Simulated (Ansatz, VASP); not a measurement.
# MgB2 in VASP and in Ansatz

```
Mg B
1.0
     3.08500    0.00000    0.00000
    -1.54250    2.67169    0.00000
     0.00000    0.00000    3.52300
Mg B
1 2
Direct
  0.00000 0.00000 0.00000
  0.33333 0.66667 0.50000
  0.66667 0.33333 0.50000
```

Alike in both runs: task relaxation of cell and atoms; functional PBEsol; k mesh 15 × 15 × 12; occupations gaussian, width 0.1 eV; no spin polarisation.

|  | VASP | Ansatz |
| --- | --- | --- |
| version | VASP 6.6.1 | Ansatz 0.2.0 |
| potentials or method | VASP PAW PBE potentials, release 64 (Mg, B) | scalar-relativistic, plane waves, PAW |
| plane-wave cutoff (eV) | 600 | 420 |
| valence electrons in the cell | 8 | 16 |

```tsv
	VASP	Ansatz	Ansatz less VASP
gap on the k mesh at the Fermi level, each at its own relaxed structure (eV)	none	none	-
relaxed volume (Å³/atom)	9.48	9.48	-0.001
relaxed cell length with the largest relative difference (Å)	3.502	3.504	+0.0023
energy change over the relaxation (meV/atom)	-2	-2	0.0
```

A gap of «none» marks a metal or a gap that the smearing closes. The two sets of potentials don't hold the same shells in valence.

Caveats: the PAW data sets were made with another functional, which shifts forces and pressure a little (VASP).
